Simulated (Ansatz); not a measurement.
## TaC: levels along high-symmetry lines

```
Ta C
1.0
     0.00000    2.22700    2.22700
     2.22700    0.00000    2.22700
     2.22700    2.22700    0.00000
Ta C
1 1
Direct
  0.00000 0.00000 0.00000
  0.50000 0.50000 0.50000
```

Atom numbers follow the list: Ta1, C2.

The cell is COD entry 9008731, as deposited and not checked against the literature; nothing was relaxed.

Spin polarisation is left out, and whether a magnetic state lies lower isn't shown here.

These are results of DFT, PBE, all-electron LAPW, Dirac equation with spin-orbit coupling (Ansatz 0.2.0), not measurements.

Numerical set-up: a Γ-centred 16×16×16 k mesh, Fermi–Dirac smearing of 0.05 eV, basis error target 1 meV/atom, no spin polarisation.

Points in fractions of the reciprocal vectors of this cell: Γ (0, 0, 0), X (0.5, 0, 0.5), U (0.625, 0.25, 0.625), K (0.375, 0.375, 0.75), L (0.5, 0.5, 0.5), W (0.5, 0.25, 0.75). The path joins them by straight lines in the order Γ–X–U–K–Γ–L–W–X; legs that retrace an earlier one aren't tabulated. Energies are in eV from the Fermi level.

Q: Is there a gap?

A: none: bands cross the Fermi level, a metal.

Q: List the levels between -8 and 6 eV at the symmetry points.

A: 
Γ: -1.46 (×4), -1.08 (×2), -0.63 (×2), -0.41 (×4), 0.74 (×4)
X: -4.74 (×2), -4.54 (×2), -1.93 (×2), -1.52 (×2), 2.63 (×2), 3.91 (×2), 4.39 (×2)
U: -5.95 (×2), -4.90 (×2), -3.79 (×2), -0.59 (×2), 3.14 (×2), 4.03 (×2)
K: -5.95 (×2), -4.90 (×2), -3.79 (×2), -0.59 (×2), 3.14 (×2), 4.03 (×2)
L: -5.54 (×2), -5.41 (×2), 2.71 (×2), 2.74 (×2), 3.81 (×2), 5.28 (×2)
W: -5.29 (×2), -5.28 (×2), -4.71 (×2), 1.61 (×2), 1.63 (×2), 4.13 (×2), 5.04 (×2)
